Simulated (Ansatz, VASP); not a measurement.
# Sb in VASP and in Ansatz

```xyz
1
Lattice="3.1600 0.0158 0.0158 0.0158 3.1600 0.0158 0.0158 0.0158 3.1600" Properties=species:S:1:pos:R:3 pbc="T T T"
Sb    0.0000    0.0000    0.0000
```

Change from the starting cell: equal xy, yz and zx shear strains of +1 %.

Alike in both runs: task single point; functional PBEsol; k mesh 12 × 12 × 12; occupations fermi-dirac, width 0.08 eV; no spin polarisation.

|  | VASP | Ansatz |
| --- | --- | --- |
| version | VASP 6.6.1 | Ansatz 0.2.0 |
| potentials or method | VASP PAW PBE potentials, release 64 (Sb), cutoff 520 eV | all-electron LAPW, scalar-relativistic |

|  | VASP | Ansatz | Ansatz less VASP |
| --- | --- | --- | --- |
| pressure (GPa) | -4.6 | -4.6 | -0.02 |
| largest component of the traceless stress (GPa) | 0.12 | 0.12 | +0.001 |

Ansatz ran all-electron here, so the differences hold the error of VASP's frozen core and of both bases.

Caveats: the PAW data sets were made with another functional, which shifts forces and pressure a little (VASP). The runs have no spin-orbit coupling, so splittings on Sb are missing.
